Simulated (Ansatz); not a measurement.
# O on Pb(111): change of the work function, part 4 of 5

Aim: the work function of Pb(111) at several coverages of O (hcp site), and the dipole that each adsorbate carries.

Ansatz 0.2.0; plane-wave DFT, PBE, Ansatz PAW.

So far, work function, upper face (eV): step 2 (the clean slab) 3.75; step 3 (17 atoms, coverage 0.25 ML, cell 2x2) 4.09; step 4 (18 atoms, coverage 0.5 ML, cell 2x2) 4.54; step 5 (5 atoms, coverage 1 ML, cell 1x1) 6.31.

### Step 7. The slab at 0.25 ML, atoms frozen

This step: plane-wave DFT, PBE, Ansatz PAW (Ansatz 0.2.0).

System of this step: Pb16O (O/Pb(111)). The cell holds 17 atoms: 16 Pb and 1 O. Cell: a = 7.000 Å, b = 7.000 Å, c = 27.323 Å, α = 90.0°, β = 90.0°, γ = 60.0°. Vacuum lies along c.

To see where the charge goes, the covered slab, the bare substrate and the adsorbate layer are each run at the same frozen positions and on the same grid.

Contents of input.yaml:

```yaml
crystal:
  lattice:
    - [7.0003571338, 1.0e-10, 0.0]
    - [3.5001785668, 6.0624871134, 0.0]
    - [0.0, 0.0, 27.3229761486]
  atoms:
    - { symbol: Pb, position: [0.0, 0.0, 0.3293931068] }
    - { symbol: Pb, position: [0.1666666667, 0.1666666667, 0.4339894662] }
    - { symbol: Pb, position: [0.3333333333, 0.3333333333, 0.5417895296] }
    - { symbol: Pb, position: [0.0, 0.0, 0.6453344383] }
    - { symbol: Pb, position: [0.0, 0.5, 0.3293931068] }
    - { symbol: Pb, position: [0.1666666667, 0.6666666667, 0.4339894662] }
    - { symbol: Pb, position: [0.3298886913, 0.8350556543, 0.5419014402] }
    - { symbol: Pb, position: [-0.0065579676, 0.5032789838, 0.6513643587] }
    - { symbol: Pb, position: [0.5, 0.0, 0.3293931068] }
    - { symbol: Pb, position: [0.6666666667, 0.1666666667, 0.4339894662] }
    - { symbol: Pb, position: [0.8350556543, 0.3298886913, 0.5419014402] }
    - { symbol: Pb, position: [0.5032789838, -0.0065579676, 0.6513643587] }
    - { symbol: Pb, position: [0.5, 0.5, 0.3293931068] }
    - { symbol: Pb, position: [0.6666666667, 0.6666666667, 0.4339894662] }
    - { symbol: Pb, position: [0.8350556543, 0.8350556543, 0.5419014402] }
    - { symbol: Pb, position: [0.5032789838, 0.5032789838, 0.6513643587] }
    - { symbol: O, position: [0.3333333333, 0.3333333333, 0.6856326632] }
kpoints:
  mp_grid: { grid: [5, 5, 1] }
hamiltonian:
  xc: pbe
scf:
  occupations: { method: fermi_dirac, width: 0.1 }
  convergence: { dr2_threshold: 1.0e-08 }
efield:
  axis: 3
  dipole_correction: true
  ramp_position: 0.97
  ramp_width: 0.06
output:
  write_potential: true
  write_density: true
  volumetric_format: npy
```

Command:

```console
> ansatz run input.yaml --threads 4 --pin off --max-ram 6144MiB --backend cpu --events-out ev --progress --plain --runs-dir out
```

Numbers of over 12 decimals in the logs are rounded to 6 here.

What it wrote:

```text
[...]
Crystal: 17 atoms, lattice volume = 1159.575 Å³
Basis set: ecut = 420 eV, 22645 PW (Γ)
Bands: 138, of which v1, the nominal top of the filled ones, is band 115 counted from 1 (114 counted from 0)
Symmetry: 6 space group operations
[...]
k-points: 5 of 25 (time reversal used)
[...]
SCF iter   1: F=—  HF=-191067.628110 eV  |F-HF|=—  |Δ(HF+E_count)|=         —  Δρ=1.37e-3  dr2=7.42e-1  ethr=1.77e-3  p=-0.041 e·Å  D=-6.34e-3 V/Å  ΔV_dip=0.17 eV  dr2_dipole=3.96e-1  V_vac-E_F(+/−)=3.95/3.78 eV  ⟨swp⟩=9.0  Hψ=3384  notcnv=0  defer=2
[...]
SCF iter   8: F=-191067.609310 eV  HF=-191067.609310 eV  |F-HF|=1.75e-10  |Δ(HF+E_count)|=   3.07e-8  Δρ=4.48e-7  dr2=2.94e-9  ethr=4.35e-12  p=-0.072 e·Å  D=-1.12e-2 V/Å  ΔV_dip=0.31 eV  dr2_dipole=2.08e-11  V_vac-E_F(+/−)=4.09/3.78 eV  ⟨swp⟩=12.0  Hψ=3062  notcnv=0
SCF 1 converged in 8 iterations: F = -191067.609310 eV  dr2 = 2.94e-9
[...]
SCF converged after 8 iterations
Free energy (F): -191067.609310 eV
[...]
Internal energy: -191067.340734 eV  (E = F + TS)
E sigma→0 (E₀):  -191067.475022 eV
Entropy (-TS):   -0.268575 eV (-15.799 meV/atom)
Fermi energy:    2.378349 eV
Dipole field:    D = -0.011209 V/Å  (p = -0.071827 e·Å, saw-weighted, corrected)
Work function:   Φ+ = 4.0853 eV   Φ− = 3.7790 eV
[...]
--- Band table (eV; the first three rows and the last of 5) ---
  k-point 0: bands = [... 111 lower, 0.7728, 0.9714, 2.0444, 3.2178, 3.2178, 3.2604, 3.3436, 3.5592, ... 19 higher]
  k-point 1: bands = [... 111 lower, 1.1205, 1.2122, 2.1728, 2.4098, 2.8387, 2.9557, 3.4453, 3.6771, ... 19 higher]
  k-point 2: bands = [... 111 lower, 1.6768, 1.8487, 2.0918, 2.1978, 2.5686, 2.9456, 3.0515, 3.0541, ... 19 higher]
  k-point 4: bands = [... 111 lower, 1.7556, 2.0141, 2.1001, 2.3509, 2.4619, 2.5896, 2.7403, 2.8431, ... 19 higher]
```

The job ended after 28 s (4 threads of Arm Neoverse V2, shared host; peak memory 3.2 GiB; 1.8 min of CPU time).

The column dr2 measures how far the density is from self-consistency, as an energy; F and HF (Harris–Foulkes) agree once it is small.

This step gave:

```yaml
energy_at_zero_smearing: -191067.4750 eV
work_function_upper_face: 4.085 eV
work_function_lower_face: 3.779 eV
dipole_along_the_normal: -0.07183 e·Å
step_between_the_vacuum_levels: 0.3063 eV
```

The work function of the upper face is 4.09 eV.

### Step 8. The substrate of the 0.25 ML cell alone

System of this step: O/Pb(111), substrate alone, atoms held. The cell holds 16 atoms: 16 Pb. Its edges and angles: a = 7.000 Å, b = 7.000 Å, c = 27.323 Å, α = 90.0°, β = 90.0°, γ = 60.0°. Vacuum lies along c.

The second part, atoms unmoved.

Edit input.yaml of step 7 so:

```diff
@@ -22,3 +22,2 @@
     - { symbol: Pb, position: [0.5032789838, 0.5032789838, 0.6513643587] }
-    - { symbol: O, position: [0.3333333333, 0.3333333333, 0.6856326632] }
 kpoints:
```

What it wrote:

```text
[...]
Crystal: 16 atoms, lattice volume = 1159.575 Å³
Basis set: ecut = 420 eV, 22645 PW (Γ)
Bands: 135, of which v1, the nominal top of the filled ones, is band 112 counted from 1 (111 counted from 0)
Symmetry: 6 space group operations
[...]
k-points: 5 of 25 (time reversal used)
[...]
SCF iter   1: F=—  HF=-190501.294493 eV  |F-HF|=—  |Δ(HF+E_count)|=         —  Δρ=8.10e-4  dr2=5.77e-2  ethr=1.77e-3  p=0.004 e·Å  D=6.30e-4 V/Å  ΔV_dip=-0.02 eV  dr2_dipole=2.83e-3  V_vac-E_F(+/−)=3.67/3.68 eV  ⟨swp⟩=7.6  Hψ=2723  notcnv=0  defer=4
[...]
SCF iter   8: F=-190501.299511 eV  HF=-190501.299511 eV  |F-HF|=2.62e-10  |Δ(HF+E_count)|=   1.43e-9  Δρ=2.08e-7  dr2=5.83e-10  ethr=4.46e-12  p=0.004 e·Å  D=5.74e-4 V/Å  ΔV_dip=-0.02 eV  dr2_dipole=2.93e-11  V_vac-E_F(+/−)=3.69/3.70 eV  ⟨swp⟩=3.4  Hψ=1507  notcnv=0
SCF 1 converged in 8 iterations: F = -190501.299511 eV  dr2 = 5.83e-10
[...]
SCF converged after 8 iterations
Free energy (F): -190501.299511 eV
[...]
Internal energy: -190501.040691 eV  (E = F + TS)
E sigma→0 (E₀):  -190501.170101 eV
Entropy (-TS):   -0.258820 eV (-16.176 meV/atom)
Fermi energy:    2.451755 eV
Dipole field:    D = 0.000577 V/Å  (p = 0.003697 e·Å, saw-weighted, corrected)
Work function:   Φ+ = 3.6855 eV   Φ− = 3.7013 eV
[...]
--- Band table (eV; the first three rows and the last of 5) ---
  k-point 0: bands = [... 108 lower, 0.1344, 0.8319, 3.1190, 3.1715, 3.1715, 3.2515, 3.5962, 3.5962, ... 19 higher]
  k-point 1: bands = [... 108 lower, 0.9921, 1.2904, 2.1232, 2.7375, 2.7616, 3.3164, 3.6110, 3.8428, ... 19 higher]
  k-point 2: bands = [... 108 lower, 1.7720, 1.9924, 2.0387, 2.2119, 2.9129, 2.9188, 2.9880, 3.1606, ... 19 higher]
  k-point 4: bands = [... 108 lower, 1.7722, 1.9524, 2.3159, 2.4691, 2.5261, 2.5571, 2.6628, 3.0121, ... 19 higher]
```

Run time: 28 s. Hardware: 4 threads; peak memory 3.2 GiB.

This step gave:

| Quantity | Value |
| --- | --- |
| energy at zero smearing | -190501.1701 eV |
| work function, upper face | 3.686 eV |
| dipole along the normal | 0.003697 e·Å |

The work function of the upper face is 3.69 eV.

### Step 9. The adsorbate layer of the 0.25 ML cell alone

System of this step: O/Pb(111), adsorbate layer alone, atoms held. The cell holds 1 atom: 1 O. Cell: a = 7.000 Å, b = 7.000 Å, c = 27.323 Å, α = 90.0°, β = 90.0°, γ = 60.0°. Vacuum lies along c.

The third part; a free layer of atoms may carry a moment, so spin is on.

input.yaml, the sections that differ from step 8:

```yaml
crystal:
  lattice:
    - [7.0003571338, 1.0e-10, 0.0]
    - [3.5001785668, 6.0624871134, 0.0]
    - [0.0, 0.0, 27.3229761486]
  atoms:
    - { symbol: O, position: [0.3333333333, 0.3333333333, 0.6856326632], spin: 1.0 }
magnetization:
  spin_polarized: true
# kpoints, hamiltonian, scf, efield, output: as in step 8
```

What it wrote:

```text
[...]
Crystal: 1 atoms, lattice volume = 1159.575 Å³
Basis set: ecut = 420 eV, 22645 PW (Γ)
Bands: 8, of which v1, the nominal top of the filled ones, is band 3 counted from 1 (2 counted from 0)
Symmetry: 12 space group operations
k-points: 5 of 25
[...]
Starting moments: Σ|m| = 1 μB on 1 of 1 site
[...]
SCF iter   1: F=—  HF=-561.253744 eV  |F-HF|=—  |Δ(HF+E_count)|=         —  Δρ=9.77e-3 (↑9.77e-3 ↓9.27e-3)  dr2=2.68e-3  dr2_m=9.63e-1  M=2.000 μB ∫|m|=2.006 μB  β_m=1.00  ethr=4.08e-5  p=0.000 e·Å  D=1.44e-8 V/Å  ΔV_dip=-0.00 eV  dr2_dipole=8.97e-12  V_vac-E_F(+/−)=8.33/8.33 eV  ⟨swp⟩=1.9  Hψ=744  notcnv=0
[...]
spin=Collinear: Resta preconditioning applied to the charge; magnetization (m = ρ↑ − ρ↓) channel mixes plain (no charge-response kernel on spin).
SCF iter   2: F=—  HF=-561.428165 eV  |F-HF|=—  |Δ(HF+E_count)|=   1.74e-1  Δρ=8.54e-4 (↑8.54e-4 ↓5.38e-4)  dr2=1.19e-3  dr2_m=5.11e-3  M=2.000 μB ∫|m|=2.007 μB  β_m=1.00  ethr=4.08e-5  p=0.000 e·Å  D=5.15e-7 V/Å  ΔV_dip=-0.00 eV  dr2_dipole=1.26e-11  V_vac-E_F(+/−)=7.58/7.58 eV  ⟨swp⟩=2.9  Hψ=149  notcnv=0  κ⁻¹=1.0e0(r=1)
[...]
SCF iter  27: F=—  HF=-561.727116 eV  |F-HF|=—  |Δ(HF+E_count)|=   1.40e-3  Δρ=4.63e-4 (↑4.63e-4 ↓2.82e-4)  dr2=8.33e-4  dr2_m=1.72e-4  M=2.000 μB ∫|m|=2.008 μB  β_m=1.20  ethr=4.93e-6  p=0.001 e·Å  D=1.98e-4 V/Å  ΔV_dip=-0.01 eV  dr2_dipole=4.45e-7  V_vac-E_F(+/−)=7.29/7.30 eV  ⟨swp⟩=2.9  Hψ=134  notcnv=0
[...]
spin-set hold released at iteration 27 (site moments' squared step at or under half its running peak, from the soft ceiling on): the magnetisation degrees of freedom join the quasi-Newton model from the next iteration; the mixer history was flushed
SCF iter  28: F=—  HF=-561.727486 eV  |F-HF|=—  |Δ(HF+E_count)|=   3.70e-4  Δρ=2.66e-4 (↑2.40e-4 ↓2.66e-4)  dr2=3.91e-4  dr2_m=4.09e-6  M=2.000 μB ∫|m|=2.008 μB  β_m=1.20  ethr=4.93e-6  p=0.001 e·Å  D=8.86e-5 V/Å  ΔV_dip=-0.00 eV  dr2_dipole=9.36e-8  V_vac-E_F(+/−)=7.29/7.30 eV  ⟨swp⟩=1.5  Hψ=93  notcnv=0  κ⁻¹=1.0e0(r=1)
density mixer auto → broyden: no gap read (density of states about μ 1.91 of a free-electron gas's, 38 screened modes)
SCF iter  29: F=—  HF=-561.727766 eV  |F-HF|=—  |Δ(HF+E_count)|=   2.80e-4  Δρ=1.50e-4 (↑1.50e-4 ↓1.32e-4)  dr2=1.18e-4  dr2_m=1.98e-6  M=2.000 μB ∫|m|=2.008 μB  β_m=1.20  ethr=4.93e-6  p=0.000 e·Å  D=1.46e-5 V/Å  ΔV_dip=-0.00 eV  dr2_dipole=3.89e-9  V_vac-E_F(+/−)=7.30/7.30 eV  ⟨swp⟩=1.0  Hψ=88  notcnv=0  κ⁻¹=2.8e-1(r=2)
[...]
SCF iter  34: F=-561.727924 eV  HF=-561.727924 eV  |F-HF|=8.49e-10  |Δ(HF+E_count)|=   4.52e-9  Δρ=8.16e-8 (↑7.28e-8 ↓8.16e-8)  dr2=7.14e-11  dr2_m=4.09e-12  M=2.000 μB ∫|m|=2.008 μB  ethr=4.75e-11  p=0.000 e·Å  D=1.24e-6 V/Å  ΔV_dip=-0.00 eV  dr2_dipole=6.55e-15  V_vac-E_F(+/−)=7.30/7.30 eV  ⟨swp⟩=1.0  Hψ=230  notcnv=0
SCF 1 converged in 34 iterations: F = -561.727924 eV  dr2 = 7.14e-11
[...]
smearing (spin ↓): bands 1 to 2 share 0.999 electrons (they would hold 1.000 with every lower band full and every higher one empty; bands counted from 0; each is filled to between 0.4942 and 0.5048 of a full level; at each k-point the levels lie within 3.2e-3 eV, against a smearing width of 0.1000 eV). The entropy term TS of this state is 0.1391 eV
[...]
this state was not tested for a lower state beside it, because the mixer in use, unlike msr1, does not test its closes by its own steps (another_mixer; see scf.mixing.algorithm and scf.lower_state_search)
SCF converged after 34 iterations
an eigenvalue changed by more than its tolerance at an iteration that met the thresholds in force, so the SCF went on 1 time: the last check found none over its tolerance
Magnetization: 2.0000 μB (4.0000 up, 2.0000 down)
Absolute magnetization: 2.0082 μB (∫|ρ↑−ρ↓|, with the PAW one-centre terms)
[...]
Per-site moments (μB) at R_I (Å): [(2.000069, 2.887647)]
Free energy (F): -561.727924 eV
[...]
Internal energy: -561.588795 eV  (E = F + TS)
E sigma→0 (E₀):  -561.658359 eV
Entropy (-TS):   -0.139129 eV (-139.129 meV/atom)
Fermi energy:    -7.222274 eV
Dipole field:    D = 0.000001 V/Å  (p = 0.000008 e·Å, saw-weighted, corrected)
Work function:   Φ+ = 7.2998 eV   Φ− = 7.2998 eV
[...]
--- Band table (eV; the first three rows and the last of 10) ---
[...]
```

Wall time 7 s (4 threads); peak memory 1.1 GiB.

Numbers from this step:

```
energy at zero smearing   : -561.6584 eV
total moment              : 2.000 μB
site moments              : 2.000 μB
work function, upper face : 7.300 eV
dipole along the normal   : 7.67e-6 e·Å
```

Site moment by atom:

```
atom  site moment (μB)
  O1              2.00
```

The free layer carries a moment of 2.0 μB a cell.

### Step 10. Where the charge went at 0.25 ML

This step: plane-wave DFT, PBE, Ansatz PAW; density difference on adsorption (Ansatz 0.2.0).

The densities of the parts are taken from that of the whole and averaged over planes; the first moment of what is left gives the step in the potential.

Numbers from this step:

```yaml
largest_charge_moved: -0.002682 e/Å²
potential_step_from_the_moved_charge: 0.3218 eV
```

The electron density difference oscillates, so the rows of the table below give means over windows of 1 Å about each position, cut where the curve ends. Its maxima inside the range that stand out by 2 % of the span (Å: e/Å³): 10.0: 1.2e-4, 13.4: 7.5e-4, 15.7: 0.00111, 18.4: 0.00389, 19.2: 0.00507. Its minima: 9.0: -3.0e-4, 12.0: -2.5e-4, 14.2: -6.3e-4, 17.5: -0.00204, 18.8: -0.00854.

Planar mean, whole system less its parts. Electron density difference against z; means over each step:

```
z (Å)  electron density difference (e/Å³)
    4                              5.9e-7
    5                              4.3e-6
    6                              2.7e-5
    7                              1.1e-4
    8                              8.0e-6
    9                             -2.0e-4
   10                              4.8e-5
   11                             -1.9e-5
   12                             -1.8e-4
   13                              4.2e-4
   14                             -1.1e-4
   15                              1.5e-4
   16                              2.5e-4
   17                            -0.00152
   18                              8.0e-4
   19                             -3.1e-4
   20                              6.3e-4
   21                             -7.7e-5
   22                             -1.9e-5
   23                             -2.5e-6
   24                             -2.7e-7
```

The electrons moved below z oscillates, so the rows of the table below give means over windows of 1 Å about each position, cut where the curve ends. Its maxima inside the range that stand out by 2 % of the span (Å: e/Å²): 8.0: 2.1e-4, 13.8: 3.9e-4, 16.1: 7.4e-4, 18.4: -1.9e-4, 20.2: 1.1e-4. Its minima: 12.5: -2.1e-4, 14.8: 1.6e-5, 17.8: -0.00159, 18.9: -0.00268.

Planar mean, whole system less its parts. The electrons moved below z by z; means over each step:

```
z (Å)  electrons moved below z (e/Å²)
    3                          4.5e-8
    4                          3.3e-7
    5                          2.5e-6
    6                          1.7e-5
    7                          8.7e-5
    8                          1.8e-4
    9                          2.6e-5
   10                         -2.3e-5
   11                         -2.3e-5
   12                         -1.2e-4
   13                         -3.7e-5
   14                          2.7e-4
   15                          8.5e-5
   16                          6.0e-4
   17                         -3.1e-4
   18                        -0.00107
   19                        -0.00155
   20                          2.5e-5
   21                          5.0e-5
   22                          8.2e-6
   23                          9.2e-7
   24                          5.8e-8
```

(Continued in part 5 of 5.)

[Logs are printed without paths, hosts, clocks, repeated set-up lines and the standing remarks that a program may print on its own settings, such as how far it seeks lower states.]

[Hosts, paths, dates, database ids (printed as entryN), source tags and the programs' standing remarks are cut or masked in the printed files.]

[Maps of the electrostatic potential energy from Ansatz leave out the sawtooth potential of an applied field or a dipole correction, so their vacuum need not be flat; planar profiles and work functions include it.]
